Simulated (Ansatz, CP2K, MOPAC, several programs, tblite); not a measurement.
Energy against volume for LiCl, CsCl type, at fixed shape and fractional coordinates, computed by several methods (PBE and r2SCAN, where shown, with plane waves in Ansatz); the cell shown is that of r2SCAN. Space group Pm-3m (No. 221), cubic; a = 3.271 Å in the conventional setting, 17.50 Å³ an atom. Li has 8 Cl at 2.83 Å; Cl has 8 Li at 2.83 Å. Simulation only: spin-unpolarised, and no claim that this is the phase found in nature. Energies count from each curve's lowest point; fits are third-order Birch-Murnaghan.

```cif
data_structure
_symmetry_space_group_name_H-M 'Pm-3m'
_symmetry_Int_Tables_number 221
_cell_length_a 3.2711
_cell_length_b 3.2711
_cell_length_c 3.2711
_cell_angle_alpha 90.000
_cell_angle_beta 90.000
_cell_angle_gamma 90.000
_cell_volume 35.00
loop_
_atom_site_label
_atom_site_type_symbol
_atom_site_symmetry_multiplicity
_atom_site_Wyckoff_symbol
_atom_site_fract_x
_atom_site_fract_y
_atom_site_fract_z
_atom_site_occupancy
Li1 Li 1 a 0.00000 0.00000 0.00000 1
Cl1 Cl 1 b 0.50000 0.50000 0.50000 1
```

PM7 (MOPAC), on the shape of the cell shown, as a cluster of 54 atoms at the zone centre:
```
V (Å³/atom)  E (meV/atom)
     15.401          0.00
     16.451         33.10
     17.501         80.68
     18.551        135.12
     19.601        182.68
```
The lowest point is an end point, so the minimum isn't bracketed.

GFN1-xTB (tblite), on the shape of the cell shown, as a cluster of 54 atoms at the zone centre:
```csv
V (Å³/atom),E (meV/atom)
15.401,0.00
16.451,4.81
17.501,26.80
18.551,60.14
19.601,100.62
```
The lowest point is an end point, so the minimum isn't bracketed.

Problem. GFN2-xTB (tblite), on the shape of the cell shown, as a cluster of 54 atoms at the zone centre, gives
```csv
V (Å³/atom),E (meV/atom)
15.401,11.76
16.451,0.00
17.501,5.46
18.551,22.81
19.601,48.18
```
What equilibrium volume and bulk modulus follow?

Solution. V₀ = 16.58 Å³ an atom and B₀ = 39 GPa.

PBE, on the shape of its own relaxed cell:
```tsv
V (Å³/atom)	E (meV/atom)
16.601	7.20
17.131	1.74
17.661	0.00
18.190	1.43
18.720	5.54
```
V₀ = 17.67 Å³ an atom and B₀ = 32 GPa.

PBE/SZV (CP2K), on the shape of the cell shown:
```tsv
V (Å³/atom)	E (meV/atom)
15.401	133.33
16.451	65.33
17.501	24.94
18.551	4.92
19.601	0.00
```
The lowest point is an end point, so the minimum isn't bracketed.
